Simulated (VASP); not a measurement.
# SiC (Moissanite 3C) (F-43m) in VASP: settings compared

Aim: see how the results for SiC (Moissanite 3C) move with the level of theory and the settings. Levels: PBE, LDA, PBEsol. Tasks: relaxation of the atoms, relaxation of cell and atoms.

Everything below comes from runs of VASP 6.6.1. Logs are shortened: lines on timing, memory, paths and dates and some standing lists are left out, and cuts for length are marked.

## (1) Starting point

It takes space group F-43m (No. 216, cubic). The conventional cell has a = 4.358 Å, b = 4.358 Å, c = 4.358 Å, α = 90.00°, β = 90.00°, γ = 90.00°. Si (site symmetry -43m) has 4 C at 1.89 Å as nearest neighbours. C (site symmetry -43m) is surrounded by 4 Si at 1.89 Å.

## (2) Relaxation of the atoms, PBE (a relaxed cell with its volume scaled by 1.04)

INCAR reads:

```
ALGO = Normal ; EDIFF = 1E-7
EDIFFG = -0.01 ; ENCUT = 600
GGA = PE ; IBRION = 2
ISIF = 2 ; ISMEAR = 0
LASPH = True ; LCHARG = False
LREAL = False ; LWAVE = False
NELM = 80 ; NSW = 40
PREC = Accurate ; SIGMA = 0.03
```

KPOINTS reads:

```
k-points
0
Gamma
  10 10 10
```

POSCAR reads:

```
SiC                                     
1.0
    0.0000000000      2.2180524999      2.2180524999
    2.2180524999      0.0000000000      2.2180524999
    2.2180524999      2.2180524999      0.0000000000
  Si              C             
     1     1
Direct
     0.0000000000000000    0.0000000000000000    0.0000000000000000
     0.2500000000000000    0.2500000000000000    0.2500000000000000
```

Potentials or basis: VASP PAW PBE potentials, release 64 (Si, C).

Command:

```console
> cat potpaw_PBE.64/Si/POTCAR potpaw_PBE.64/C/POTCAR > POTCAR
> mpirun -np 1 vasp_std > vasp.out
```

OUTCAR:

```text
EDIFF = 1E-7
   EDIFFG = -0.01
   ENCUT = 600
   GGA = PE
   IBRION = 2
   ISIF = 2
   ISMEAR = 0
   LASPH = True
   LREAL = False
   NELM = 80
   NSW = 40
   PREC = Accurate

 ion  position               nearest neighbor table
   1  0.000  0.000  0.000-   2 1.92   2 1.92   2 1.92   2 1.92
   2  0.250  0.250  0.250-   1 1.92   1 1.92   1 1.92   1 1.92

  LATTYP: Found a face centered cubic cell.
 ALAT       =     4.4361049998

  Lattice vectors:

 A1 = (   0.0000000000,   2.2180524999,   2.2180524999)
 A2 = (   2.2180524999,   0.0000000000,   2.2180524999)
 A3 = (   2.2180524999,   2.2180524999,   0.0000000000)

Analysis of symmetry for initial positions (statically):
=====================================================================
 Subroutine PRICEL returns:
 Original cell was already a primitive cell.

 Routine SETGRP: Setting up the symmetry group for a
 face centered cubic supercell.

 Subroutine GETGRP returns: Found 24 space group operations
 (whereof 24 operations were pure point group operations)
 out of a pool of 48 trial point group operations.

The static configuration has the point symmetry T_d .

Analysis of symmetry for dynamics (positions and initial velocities):
=====================================================================
 Subroutine PRICEL returns:
 Original cell was already a primitive cell.

 Routine SETGRP: Setting up the symmetry group for a
 face centered cubic supercell.

 Subroutine GETGRP returns: Found 24 space group operations
 (whereof 24 operations were pure point group operations)
 out of a pool of 48 trial point group operations.

The dynamic configuration has the point symmetry T_d .

 Subroutine INISYM returns: Found 24 space group operations
 (whereof 24 operations are pure point group operations),
 and found     1 'primitive' translations

----------------------------------------------------------------------------------------

                                     Primitive cell

  volume of cell :      21.8246

  direct lattice vectors                    reciprocal lattice vectors
     0.000000000  2.218052500  2.218052500    -0.225422978  0.225422978  0.225422978
     2.218052500  0.000000000  2.218052500     0.225422978 -0.225422978  0.225422978
     2.218052500  2.218052500  0.000000000     0.225422978  0.225422978 -0.225422978

  length of vectors
     3.136799927  3.136799927  3.136799927     0.390444051  0.390444051  0.390444051

  position of ions in fractional coordinates (direct lattice)
     0.000000000  0.000000000  0.000000000
     0.250000000  0.250000000  0.250000000

  ion indices of the primitive-cell ions
   primitive index   ion index
                 1           1
                 2           2

----------------------------------------------------------------------------------------

 KPOINTS: k-points

Automatic generation of k-mesh.
 Grid dimensions read from file:
 generate k-points for:   10   10   10

 Generating k-lattice:

  Cartesian coordinates                     Fractional coordinates (reciprocal lattice)
    -0.022542298  0.022542298  0.022542298     0.100000000  0.000000000  0.000000000
     0.022542298 -0.022542298  0.022542298     0.000000000  0.100000000  0.000000000
     0.022542298  0.022542298 -0.022542298     0.000000000  0.000000000  0.100000000

  Length of vectors
     0.039044405  0.039044405  0.039044405

  Shift w.r.t. Gamma in fractional coordinates (k-lattice)
     0.000000000  0.000000000  0.000000000

 Subroutine IBZKPT returns following result:
 ===========================================

 Found     47 irreducible k-points:

 Following reciprocal coordinates:
            Coordinates               Weight
  0.000000  0.000000  0.000000      1.000000
  0.100000  0.000000  0.000000      8.000000
  0.200000  0.000000  0.000000      8.000000
  0.300000  0.000000  0.000000      8.000000
  0.400000  0.000000  0.000000      8.000000
  0.500000  0.000000  0.000000      4.000000
[... 16 lines left out ...]
  0.300000  0.300000  0.000000      6.000000
  0.400000  0.300000  0.000000     24.000000
 [... further k-points ...]
   k-points           NKPTS =     47   k-points in BZ     NKDIM =     47   number of bands    NBANDS=      8
   number of dos      NEDOS =    301   number of ions     NIONS =      2
   total plane-waves  NPLWV =  21952
   dimension x,y,z NGX =    28 NGY =   28 NGZ =   28
   dimension x,y,z NGXF=    56 NGYF=   56 NGZF=   56
   ions per type =               1   1
   NGX,Y,Z   is equivalent  to a cutoff of  14.84, 14.84, 14.84 a.u.
   NGXF,Y,Z  is equivalent  to a cutoff of  29.68, 29.68, 29.68 a.u.
 SYSTEM =  unknown system
   PREC   = accura    normal or accurate (medium, high low for compatibility)
   ISTART =      0    job   : 0-new  1-cont  2-samecut
   ICHARG =      2    charge: 1-file 2-atom 10-const
   ISPIN  =      1    spin polarized calculation?
   LNONCOLLINEAR =      F non collinear calculations
   LSORBIT =      F    spin-orbit coupling
   LASPH  =      T    aspherical Exc in radial PAW
   ENCUT  =  600.0 eV  44.10 Ry    6.64 a.u.   6.26  6.26  6.26*2*pi/ulx,y,z
   NELM   =     80;   NELMIN=  2; NELMDL= -5     # of ELM steps
   EDIFF  = 0.1E-06   stopping-criterion for ELM
   LREAL  =      F    real-space projection
   EDIFFG = -.1E-01   stopping-criterion for IOM
   NSW    =     40    number of steps for IOM
   IBRION =      2    ionic relax: 0-MD 1-quasi-New 2-CG
   NFREE  =      1    steps in history (QN), initial steepest desc. (CG)
   ISIF   =      2    stress and relaxation
   ISYM   =      2    0-nonsym 1-usesym 2-fastsym
   POTIM  = 0.5000    time-step for ionic-motion
   TEBEG  =    0.0;   TEEND  =   0.0 temperature during run
   PSTRESS=    0.0 pullay stress
   NELECT =       8.0000    total number of electrons
   NUPDOWN=      -1.0000    fix difference up-down
   EMIN   =  10.00;   EMAX   =-10.00  energy-range for DOS
   EFERMI =   0.00;   METHOD = LEGACY
   ISMEAR =     0;   SIGMA  =   0.03  broadening in eV -4-tet -1-fermi 0-gaus
   EFERMI_NEDOS =   21; number of points for ismear=-14 and -15
   IALGO  =     38    algorithm
   IMIX   =      4    mixing-type and parameters
     AMIX     =   0.40;   BMIX     =  1.00
     AMIX_MAG =   1.60;   BMIX_MAG =  1.00
  volume/ion in A,a.u.               =      10.91        73.64
  Fermi-wavevector in a.u.,A,eV,Ry     =   1.171628  2.214056 18.676877  1.372712
  Thomas-Fermi vector in A             =   2.308069
   LORBIT       =      0    0 simple, 1 ext, 2 COOP (PROOUT), +10 PAW based schemes
   GGA     = PE    functional components
   LHFCALC =     F    Hartree Fock is set to
   AEXX    =    0.0000 exact exchange contribution
   IVDW    =     0    specifies the selected vdW correction
   LEPSILON=     F    determine dielectric tensor
   LRPA    =     F    only Hartree local field effects (RPA)
 conjugate gradient relaxation of ions
 non-spin polarized calculation
 Gauss-broadening in eV      SIGMA  =   0.03
  energy-cutoff  :      600.00
  volume of cell :       21.82
 maximum number of plane-waves:       745
 NGX is ok and might be reduce to    28
   NGX = 13   NGY = 13   NGZ = 13

 number of electron       8.0000000 magnetization

 Free energy of the ion-electron system (eV)
  ---------------------------------------------------
  ext. energy  EPLUGINS =         0.00000000
  ---------------------------------------------------
  free energy    TOTEN  =       -15.04205440 eV

  energy without entropy =      -15.04205440  energy(sigma->0) =      -15.04205440

 E-fermi :   7.6772     XC(G=0): -11.1248

 val. band max:        7.5193176972   @ k =   0.0000   0.0000   0.0000
 cond. band min:       8.9240517185   @ k =   0.5000   0.5000   0.0000
 fundamental gap:      1.4047340212
 Fermi energy:         7.6772242213

 k-point     1 :       0.0000    0.0000    0.0000
  band No.  band energies     occupation
      1      -7.4717      2.00000
      2       7.5193      2.00000
      3       7.5193      2.00000
      4       7.5193      2.00000
      5      13.1312      0.00000
      6      14.4668      0.00000
      7      14.4668      0.00000
      8      14.4668      0.00000

 k-point     2 :       0.1000    0.0000    0.0000
  band No.  band energies     occupation
      1      -7.2846      2.00000
      2       6.5160      2.00000
      3       7.3871      2.00000
      4       7.3871      2.00000
      5      13.4626      0.00000
      6      14.6795      0.00000
      7      14.7025      0.00000
      8      14.7025      0.00000

 k-point     3 :       0.2000    0.0000    0.0000
  band No.  band energies     occupation
      1      -6.7319      2.00000
      2       4.4460      2.00000
      3       7.0841      2.00000
      4       7.0841      2.00000
      5      13.2494      0.00000
      6      15.0717      0.00000
      7      15.0717      0.00000
      8      15.8169      0.00000

 k-point     4 :       0.3000    0.0000    0.0000
  band No.  band energies     occupation
      1      -5.8507      2.00000
      2       2.2119      2.00000
      3       6.7720      2.00000
      4       6.7720      2.00000
      5      12.8460      0.00000
      6      15.0015      0.00000
      7      15.0015      0.00000
      8      16.8512      0.00000

 k-point     5 :       0.4000    0.0000    0.0000
  band No.  band energies     occupation
      1      -4.7708      2.00000
      2       0.2479      2.00000
      3       6.5561      2.00000
      4       6.5561      2.00000
      5      12.5711      0.00000
      6      14.6818      0.00000
      7      14.6818      0.00000
      8      17.2359      0.00000
[... 177 lines left out ...]
 k-point    22 :      -0.2000    0.2000    0.0000
  band No.  band energies     occupation
      1      -5.5540      2.00000
      2       2.7983      2.00000
      3       4.4053      2.00000
      4       6.8730      2.00000
      5      13.8002      0.00000
      6      15.0807      0.00000
      7      15.5534      0.00000
      8      16.2506      0.00000

 k-point    23 :       0.3000    0.3000    0.0000
  band No.  band energies     occupation
      1      -5.2974      2.00000
      2       3.1740      2.00000
      3       5.2330      2.00000
      4       5.2330      2.00000
      5      10.6015      0.00000
      6      12.9272      0.00000
      7      18.5389      0.00000
      8      18.5389      0.00000

 k-point    24 :       0.4000    0.3000    0.0000
  band No.  band energies     occupation
      1      -4.4702      2.00000
      2       1.9966      2.00000
      3       4.4748      2.00000
      4       4.9785      2.00000
      5      10.3476      0.00000
      6      12.9244      0.00000
      7      18.5806      0.00000
      8      18.9520      0.00000

 [... further k-points ...]

------------------------ aborting loop because EDIFF is reached ----------------------------------------

  FORCE on cell =-STRESS in cart. coord.  units (eV):
  Direction    XX          YY          ZZ          XY          YZ          ZX
  --------------------------------------------------------------------------------------
  -------------------------------------------------------------------------------------
  Total       -1.0521300     -1.0521300     -1.0521300      0.0000000      0.0000000      0.0000000
  in kB      -77.2386234    -77.2386234    -77.2386234      0.0000000      0.0000000      0.0000000
  external PRESSURE =     -77.2386234 kB  Pullay stress =       0.0000000 kB

 VOLUME and BASIS-vectors are now :
 -----------------------------------------------------------------------------
  energy-cutoff  :      600.00
  volume of cell :       21.82
      direct lattice vectors                 reciprocal lattice vectors
     0.000000000  2.218052500  2.218052500    -0.225422978  0.225422978  0.225422978
     2.218052500  0.000000000  2.218052500     0.225422978 -0.225422978  0.225422978
     2.218052500  2.218052500  0.000000000     0.225422978  0.225422978 -0.225422978

 POSITION                                       TOTAL-FORCE (eV/Angst)
 -----------------------------------------------------------------------------------
      0.00000      0.00000      0.00000        -0.000000      0.000000      0.000000
      1.10903      1.10903      1.10903         0.000000     -0.000000     -0.000000
 -----------------------------------------------------------------------------------
    total drift:                               -0.000000     -0.000000     -0.000000

  FREE ENERGIE OF THE ION-ELECTRON SYSTEM (eV)
  ---------------------------------------------------
  free  energy   TOTEN  =       -15.0420543971 eV

  energy  without entropy=      -15.0420543971  energy(sigma->0) =      -15.04205440

 reached required accuracy - stopping structural energy minimisation
```

It took 7.1 s on 1 thread of AMD EPYC 9R45 (Zen 5), shared host; peak memory 0.12 GiB.

What came out:

```yaml
Free_energy: -15.0421 eV
Pressure_after_relaxing: -7.7 GPa
Band_gap_on_the_k_mesh: 1.40 eV, indirect (least direct gap 4.49 eV)
```

Final structure:
```
Si C
1.0
     0.00000    2.21805    2.21805
     2.21805    0.00000    2.21805
     2.21805    2.21805    0.00000
Si C
1 1
Direct
  0.00000 0.00000 0.00000
  0.25000 0.25000 0.25000
```

Caveat: the relaxation stopped at its first step, so nothing moved.

## (3) Relaxation of the atoms, PBE (a relaxed cell with its volume scaled by 1.06)

INCAR is that of step 2.

KPOINTS is that of step 2.

POSCAR reads:

```
SiC                                     
1.0
    0.0000000000      2.2321806037      2.2321806037
    2.2321806037      0.0000000000      2.2321806037
    2.2321806037      2.2321806037      0.0000000000
  Si              C             
     1     1
Direct
     0.0000000000000000    0.0000000000000000    0.0000000000000000
     0.2500000000000000    0.2500000000000000    0.2500000000000000
```

Potentials or basis: VASP PAW PBE potentials, release 64 (Si, C).

Command:

```console
> cat potpaw_PBE.64/Si/POTCAR potpaw_PBE.64/C/POTCAR > POTCAR
> mpirun -np 1 vasp_std > vasp.out
```

Wall time 7.1 s (1 thread of AMD EPYC 9R45 (Zen 5), shared host); peak memory 0.12 GiB.

The run converged. Its results:

| Property | Result |
| --- | --- |
| Free energy | -15.0178 eV |
| Pressure after relaxing | -11.0 GPa |
| Band gap on the k mesh | 1.42 eV, indirect (least direct gap 4.46 eV) |

Final structure:
```
Si C
1.0
     0.00000    2.23218    2.23218
     2.23218    0.00000    2.23218
     2.23218    2.23218    0.00000
Si C
1 1
Cartesian
  0.0000 0.0000 0.0000
  1.1161 1.1161 1.1161
```

Levels at points of the mesh, in eV from the valence-band top:
| k point | band 1 | band 2 | band 3 | band 4 | band 5 | band 6 | band 7 | band 8 |
| --- | --- | --- | --- | --- | --- | --- | --- | --- |
| (0.00, 0.00, 0.00) | -14.85 | 0.00 | 0.00 | 0.00 | 5.39 | 6.82 | 6.82 | 6.82 |
| (0.50, 0.00, 0.00) | -11.54 | -8.15 | -1.03 | -1.03 | 4.79 | 6.94 | 6.94 | 9.65 |
| (0.50, 0.50, 0.00) | -10.16 | -7.57 | -3.04 | -3.04 | 1.42 | 4.08 | 13.20 | 13.20 |

Caveat: the relaxation stopped at its first step, so nothing moved. A k mesh can miss the band edges.

## (4) Relaxation of cell and atoms, LDA

INCAR reads:

```
SYSTEM = SiC
PREC = Accurate ; ENCUT = 600
EDIFF = 1E-6 ; ISMEAR = 0
SIGMA = 0.03 ; LREAL = .FALSE.
LASPH = .TRUE. ; NELM = 80
ALGO = Normal ; ISIF = 3
LWAVE = .FALSE. ; LCHARG = .FALSE.
GGA = CA ; IBRION = 2
NSW = 90 ; EDIFFG = -0.01
```

KPOINTS reads:

```
regular mesh
0
G
  10 10 10
  0 0 0
```

POSCAR reads:

```
SiC
1.0
    0.0000000000      2.1790000000      2.1790000000
    2.1790000000      0.0000000000      2.1790000000
    2.1790000000      2.1790000000      0.0000000000
Si C
1 1
Direct
    0.0000000000      0.0000000000      0.0000000000
    0.2500000000      0.2500000000      0.2500000000
```

Potentials or basis: VASP PAW LDA potentials, release 64 (Si, C).

Command:

```console
> cat potpaw_LDA.64/Si/POTCAR potpaw_LDA.64/C/POTCAR > POTCAR
> mpirun -np 1 vasp_std > vasp.out
```

Wall time 13 s (1 thread of Intel Xeon 6975P-C (Granite Rapids), shared host); peak memory 0.14 GiB.

Results (log left out):

| Item | Value |
| --- | --- |
| Free energy | -16.6451 eV |
| Relaxed volume | 10.15 Å³/atom |
| Relaxed cell | a = 3.062 Å, b = 3.062 Å, c = 3.062 Å, α = 60.00°, β = 60.00°, γ = 60.00° |
| Space group after relaxing (to 0.05 Å) | F-43m (No. 216) |
| Energy gained by relaxing | 2.6 meV/atom |
| Ionic steps | 3 |
| Pressure after relaxing | 0.0 GPa |
| Band gap on the k mesh | 1.29 eV, indirect (least direct gap 4.52 eV) |

The path:
| step | energy change (eV) | largest force (eV/Å) | pressure (GPa) | volume (Å³) |
| --- | --- | --- | --- | --- |
| 1 | 0.0000 | 0.0000 | -4.18 | 20.69 |
| 2 | 0.0009 | 0.0000 | 4.83 | 19.89 |
| 3 | -0.0052 | 0.0000 | -0.02 | 20.30 |

Final structure:
```
CELL_PARAMETERS angstrom
0.00000 2.16528 2.16528
2.16528 0.00000 2.16528
2.16528 2.16528 0.00000
ATOMIC_POSITIONS crystal
Si 0.00000 0.00000 0.00000
C 0.25000 0.25000 0.25000
```

Levels at points of the mesh, in eV from the valence-band top:
```
           k point  band 2  band 3  band 4  band 5  band 6  band 7
(0.00, 0.00, 0.00)    0.00    0.00    0.00    6.52    7.32    7.32
(0.50, 0.00, 0.00)   -8.66   -1.06   -1.06    5.56    7.21    7.21
(0.50, 0.50, 0.00)   -7.87   -3.23   -3.23    1.29    4.26   14.05
```

A k mesh can miss the band edges. Zero-point motion and thermal expansion aren't in these numbers.

(Continued in part 2 of 2.)
